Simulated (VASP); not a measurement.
# C (Fd-3m) in VASP: G0W0 quasiparticle levels with PBEsol

Aim: the G0W0 quasiparticle levels of C with PBEsol.

All numbers are computed with VASP 6.6.1; they aren't measurements. Logs are shortened: lines on timing, memory, paths and dates and some standing lists are left out, and cuts for length are marked.

## 1. The crystal as given

Symmetry: Fd-3m, No. 227, cubic system. Conventional cell: a = 3.567 Å, b = 3.567 Å, c = 3.567 Å, α = 90.00°, β = 90.00°, γ = 90.00°. C (site symmetry -43m) is surrounded by 4 C at 1.54 Å.

This isn't the form of C at room conditions, which is graphite.

## 2. G0W0 quasiparticle levels, PBEsol

File POSCAR:

```
C
1.0
    0.0000000000      1.7833700000      1.7833700000
    1.7833700000      0.0000000000      1.7833700000
    1.7833700000      1.7833700000      0.0000000000
C
2
Direct
    0.0000000000      0.0000000000      0.0000000000
    0.2500000000      0.2500000000      0.2500000000
```

File INCAR.step1:

```
SYSTEM = C
PREC = Accurate
ENCUT = 450
EDIFF = 1E-8
ISMEAR = 0
SIGMA = 0.01
LREAL = .FALSE.
LASPH = .TRUE.
NELM = 80
ALGO = Normal
LWAVE = .TRUE.
LCHARG = .FALSE.
GGA = PS
KPAR = 8
```

File INCAR.step2:

```
SYSTEM = C
PREC = Accurate
ENCUT = 450
EDIFF = 1E-8
ISMEAR = 0
SIGMA = 0.01
LREAL = .FALSE.
LASPH = .TRUE.
NELM = 1
ALGO = Exact
LWAVE = .TRUE.
LCHARG = .FALSE.
GGA = PS
NBANDS = 104
LOPTICS = .TRUE.
ISTART = 1
KPAR = 8
```

File INCAR.step3:

```
SYSTEM = C
PREC = Accurate
ENCUT = 450
EDIFF = 1E-8
ISMEAR = 0
SIGMA = 0.01
LREAL = .FALSE.
LASPH = .TRUE.
ALGO = EVGW0
LWAVE = .FALSE.
LCHARG = .FALSE.
GGA = PS
NELMGW = 1
NBANDS = 104
ENCUTGW = 150
NOMEGA = 50
PRECFOCK = Fast
ISTART = 1
NBANDSGW = 12
KPAR = 8
```

File KPOINTS:

```
regular mesh
0
G
  8 8 8
  0 0 0
```

Potentials or basis: VASP PAW PBE potentials, release 64 (C_GW).

Run with:

```bash
$ cat potpaw_PBE.64/C_GW/POTCAR > POTCAR
$ cp INCAR.step1 INCAR
$ mpirun -np 8 vasp_std > vasp.out
$ cp INCAR.step2 INCAR
$ mpirun -np 8 vasp_std > vasp.out
$ cp INCAR.step3 INCAR
$ mpirun -np 8 vasp_std > vasp.out
```

OUTCAR:

```text
SYSTEM = C
   PREC = Accurate
   ENCUT = 450
   EDIFF = 1E-8
   ISMEAR = 0
   LREAL = .FALSE.
   LASPH = .TRUE.
   GGA = PS
   NELMGW = 1
   ENCUTGW = 150
   PRECFOCK = Fast
   ISTART = 1

 ion  position               nearest neighbor table
   1  0.000  0.000  0.000-   2 1.54   2 1.54   2 1.54   2 1.54
   2  0.250  0.250  0.250-   1 1.54   1 1.54   1 1.54   1 1.54

  LATTYP: Found a face centered cubic cell.
 ALAT       =     3.5667400000

  Lattice vectors:

 A1 = (   0.0000000000,   1.7833700000,   1.7833700000)
 A2 = (   1.7833700000,   0.0000000000,   1.7833700000)
 A3 = (   1.7833700000,   1.7833700000,   0.0000000000)

Analysis of symmetry for initial positions (statically):
=====================================================================
 Subroutine PRICEL returns:
 Original cell was already a primitive cell.

 Routine SETGRP: Setting up the symmetry group for a
 face centered cubic supercell.

 Subroutine GETGRP returns: Found 48 space group operations
 (whereof 24 operations were pure point group operations)
 out of a pool of 48 trial point group operations.

The static configuration has the point symmetry T_d .
 The point group associated with its full space group is O_h .

Analysis of symmetry for dynamics (positions and initial velocities):
=====================================================================
 Subroutine PRICEL returns:
 Original cell was already a primitive cell.

 Routine SETGRP: Setting up the symmetry group for a
 face centered cubic supercell.

 Subroutine GETGRP returns: Found 48 space group operations
 (whereof 24 operations were pure point group operations)
 out of a pool of 48 trial point group operations.

The dynamic configuration has the point symmetry T_d .
 The point group associated with its full space group is O_h .

 Subroutine INISYM returns: Found 48 space group operations
 (whereof 24 operations are pure point group operations),
 and found     1 'primitive' translations

[... 92 lines left out ...]
   ENCUT  =  450.0 eV  33.07 Ry    5.75 a.u.   4.36  4.36  4.36*2*pi/ulx,y,z
   NELM   =     60;   NELMIN=  2; NELMDL=  0     # of ELM steps
   EDIFF  = 0.1E-07   stopping-criterion for ELM
   LREAL  =      F    real-space projection
   EDIFFG = 0.1E-06   stopping-criterion for IOM
   NSW    =      0    number of steps for IOM
   IBRION =     -1    ionic relax: 0-MD 1-quasi-New 2-CG
   NFREE  =      0    steps in history (QN), initial steepest desc. (CG)
   ISIF   =      0    stress and relaxation
   ISYM   =      3    0-nonsym 1-usesym 2-fastsym
   POTIM  = 0.5000    time-step for ionic-motion
   TEBEG  =    0.0;   TEEND  =   0.0 temperature during run
   PSTRESS=    0.0 pullay stress
   NELECT =       8.0000    total number of electrons
   NUPDOWN=      -1.0000    fix difference up-down
   EMIN   =  10.00;   EMAX   =-10.00  energy-range for DOS
   EFERMI =   0.00;   METHOD = LEGACY
   ISMEAR =     0;   SIGMA  =   0.01  broadening in eV -4-tet -1-fermi 0-gaus
   EFERMI_NEDOS =   21; number of points for ismear=-14 and -15
   IALGO  =     38    algorithm
   IMIX   =      4    mixing-type and parameters
     AMIX     =   0.40;   BMIX     =  1.00
     AMIX_MAG =   1.60;   BMIX_MAG =  1.00
  volume/ion in A,a.u.               =       5.67        38.28
  Fermi-wavevector in a.u.,A,eV,Ry     =   1.457203  2.753714 28.891161  2.123440
  Thomas-Fermi vector in A             =   2.574032
   LORBIT       =      0    0 simple, 1 ext, 2 COOP (PROOUT), +10 PAW based schemes
   GGA     = PS    functional components
   LHFCALC =     T    Hartree Fock is set to
   PRECFOCK=fast      Normal, Fast or Accurate (Low or Medium for compatibility)
   ENCUT4O =  -1.0   cutoff for four orbital integrals eV
   NKREDX  =     1    reduce k-point grid by
   NKREDY  =     1    reduce k-point grid by
   NKREDZ  =     1    reduce k-point grid by
   AEXX    =    1.0000 exact exchange contribution
   HFSCREEN=    0.0000 screening length (either q_TF or 0.3 A-1)
   HFSCREENC=   0.0000 screening length for correlation (either q_TF or 0.3 A-1)
   ENCUTFOCK=  -1.0 apply spherical cutoff to Coloumb kernel
   IVDW    =     0    specifies the selected vdW correction
   LEPSILON=     F    determine dielectric tensor
   LRPA    =     F    only Hartree local field effects (RPA)
   LRPAFORCE           =     F    calculate RPA forces
   ENCUTGW             = 150.0    cutoff for response function in eV
   ENCUTGWSOFT         = 120.0    soft cutoff for Coulomb kernel in GW response function in eV
   ENCUTLF             =  -1.0    cutoff for local field effects
   NELMGW              =     1    number of iterations in solving QP/BSE equation
   NELMHF              =     1    number of iterations in the inner HF iteration
   NKREDLFX            =     1    NKREDLFY  =   1   NKREDLFZ  =   1
 non-spin polarized calculation
 Gauss-broadening in eV      SIGMA  =   0.01
  energy-cutoff  :      450.00
  volume of cell :       11.34
 maximum number of plane-waves:       262
 NGX is ok and might be reduce to    18
  NGX = 12; NGY = 12; NGZ = 12
   NGX =  9   NGY =  9   NGZ =  9
 maximum number of plane-waves:        59

 QP shifts <psi_nk| G(iteration)W_0 |psi_nk>: iteration 1
 for sc-GW calculations column KS-energies equals QP-energies in previous step
 and V_xc(KS)=  KS-energies - (<T + V_ion + V_H > + <T+V_H+V_ion>^1  + <V_x>^1)

 k-point   1 :       0.0000    0.0000    0.0000
  band No.  KS-energies  QP-energies   sigma(KS)   V_xc(KS)     V^pw_x(r,r')   Z            occupation Imag(sigma)

      1     -11.7777     -13.3951     -16.9131     -14.7686     -25.3785       0.7542       2.0000       1.4620
      2       9.7403       9.0875     -17.5126     -16.7229     -19.0454       0.8267       2.0000       0.0807
      3       9.7403       9.0875     -17.5126     -16.7229     -19.0454       0.8267       2.0000       0.0807
      4       9.7403       9.0875     -17.5126     -16.7229     -19.0454       0.8267       2.0000       0.0807
      5      15.2843      16.3299     -14.2526     -15.5237      -9.3850       0.8227       0.0000      -0.0853
      6      15.2843      16.3299     -14.2526     -15.5237      -9.3850       0.8227       0.0000      -0.0853
      7      15.2843      16.3299     -14.2526     -15.5237      -9.3850       0.8227       0.0000      -0.0853
      8      23.1040      23.9767     -15.1025     -16.2344      -7.7438       0.7710       0.0000      -0.2294
      9      28.7037      29.2448     -11.5897     -12.2592      -4.3877       0.8082       0.0000      -0.3884
     10      36.2152      37.1999     -12.7540     -13.9419      -5.9121       0.8290       0.0000      -0.5757
     11      36.2152      37.1999     -12.7540     -13.9419      -5.9121       0.8290       0.0000      -0.5757
     12      36.9948      37.6426     -11.0493     -11.8383      -3.2869       0.8210       0.0000      -0.9711
[... 356 lines left out ...]
      1      -4.9380      -6.3973     -17.5809     -15.6440     -24.2268       0.7534       2.0000       0.6260
      2      -2.6973      -3.9424     -16.4879     -14.8489     -21.8858       0.7597       2.0000       0.3739
      3       3.4043       2.2925     -17.1878     -15.7946     -20.6671       0.7981       2.0000       0.1505
      4       5.0165       4.0626     -16.9996     -15.8194     -19.8699       0.8083       2.0000       0.1203
      5      17.9069      18.8732     -13.1633     -14.3365      -7.5985       0.8237       0.0000      -0.1145
      6      19.1394      20.1602     -14.0965     -15.3567      -8.0833       0.8100       0.0000      -0.1343
      7      22.7903      24.0340     -14.8163     -16.4113      -7.6002       0.7798       0.0000      -0.2180
      8      24.5355      25.7810     -14.1275     -15.7364      -6.4363       0.7742       0.0000      -0.2844
      9      27.8422      28.7647     -12.4859     -13.6278      -5.5684       0.8079       0.0000      -0.3171
     10      33.5329      34.7062     -13.9896     -15.5018      -5.0703       0.7759       0.0000      -0.7947
     11      35.9080      36.8886     -12.5919     -13.8060      -4.6354       0.8077       0.0000      -0.7973
     12      38.6413      39.3305     -11.4749     -12.3127      -3.8313       0.8226       0.0000      -0.9257

 [... further k-points ...]
```

OUTCAR.step2:

```text
SYSTEM = C
   PREC = Accurate
   ENCUT = 450
   EDIFF = 1E-8
   ISMEAR = 0
   LREAL = .FALSE.
[... 1016 lines left out ...]
     0.00000     6.11482     6.11482     6.11482     0.00000     0.00000     0.00000
     3.04080     6.62675     6.62675     6.62675     0.00000     0.00000     0.00000
     6.08159     8.72924     8.72924     8.72924     0.00000     0.00000     0.00000
     9.12239     9.72458     9.72458     9.72458    -0.00000    -0.00000     0.00000
    12.16319    -1.84125    -1.84125    -1.84125    -0.00000    -0.00000    -0.00000
    15.20398    -5.25617    -5.25617    -5.25617     0.00000     0.00000    -0.00000
[... 92 lines left out ...]
   297.99804     0.98862     0.98862     0.98862    -0.00000     0.00000    -0.00000
   301.03884     0.98886     0.98886     0.98886    -0.00000     0.00000    -0.00000
```

It took 73 s on 8 MPI ranks of Intel Xeon Platinum 8259CL at 2.50GHz (Skylake/Cascade Lake), shared host; peak memory 0.63 GiB.

What came out:

* Band gap on the k mesh, mean-field level: 4.01 eV, indirect (least direct gap 5.54 eV)
* Quasiparticle gap: 5.34 eV
* Least direct quasiparticle gap: 7.24 eV

Caveat: bands, screening cutoff and mesh are small and nothing is extrapolated, so the quasiparticle values aren't converged. A k mesh can miss the band edges.
